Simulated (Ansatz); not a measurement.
Relaxed bulk SrTiO3:

Space group Pm-3m (No. 221). a = 3.891 Å, b = 3.891 Å, c = 3.891 Å, α = 90.00°, β = 90.00°, γ = 90.00°
| atom | site | symmetry | x | y | z |
| --- | --- | --- | --- | --- | --- |
| Sr | 1a | m-3m | 0.0000 | 0.0000 | 0.0000 |
| Ti | 1b | m-3m | 0.5000 | 0.5000 | 0.5000 |
| O | 3c | 4/mm.m | 0.0000 | 0.5000 | 0.5000 |

Miller indices refer to the conventional cell of Pm-3m (No. 221), a = 3.891 Å, b = 3.891 Å, c = 3.891 Å, α = 90.00°, β = 90.00°, γ = 90.00°. The bulk's gap is 1.85 eV.

The (111) slab of 9 planes, 9.0 Å thick with 15 Å of vacuum as cut; outer planes SrO3 (top) and SrO3 (bottom).

Computed with Ansatz, DFT PBEsol, scalar-relativistic, plane waves, PAW. Settings: cutoff 420 eV, Γ-centred mesh 6×6×1 on the computed 24-atom cell, Gaussian smearing of 0.05 eV; no spin polarisation. The cell repeats along c with a dipole correction in the vacuum.

The slab isn't stoichiometric (Sr5Ti4O15), so its surface energy depends on the chemical potentials and isn't given. This cut of an insulator is polar or leaves open shells, so the slab is metallic here; real surfaces compensate by reconstruction or adsorbates.

With the atoms at the bulk's places:

```json
{
 "Gap of the slab on the mesh": "none (metal or semimetal)",
 "Work function": "5.88 eV"
}
```

Task: What changes when all atoms relax within this surface cell and its symmetry?

Result: The energy falls by 0.147 J/m² a face, and the largest move is 0.15 Å.

```json
{
  "Gap of the slab on the mesh": "none (metal or semimetal)",
  "Work function": "5.61 eV"
}
```

```tsv
plane (bottom to top)	atoms	spacing to next, bulk (Å)	relaxed (Å)	change (%)	rumpling (Å)
1	SrO3	1.123	0.929	-17.3	0.046
2	Ti	1.123	1.262	+12.3	0.000
3	SrO3	1.123	1.115	-0.7	0.171
4	Ti	1.123	1.146	+2.0	0.000
5	SrO3	1.123	1.146	+2.0	0.000
6	Ti	1.123	1.115	-0.7	0.000
7	SrO3	1.123	1.262	+12.3	0.171
8	Ti	1.123	0.929	-17.3	0.000
9	SrO3				0.046
```

Spin polarisation was left out, and a magnetic state may lie lower.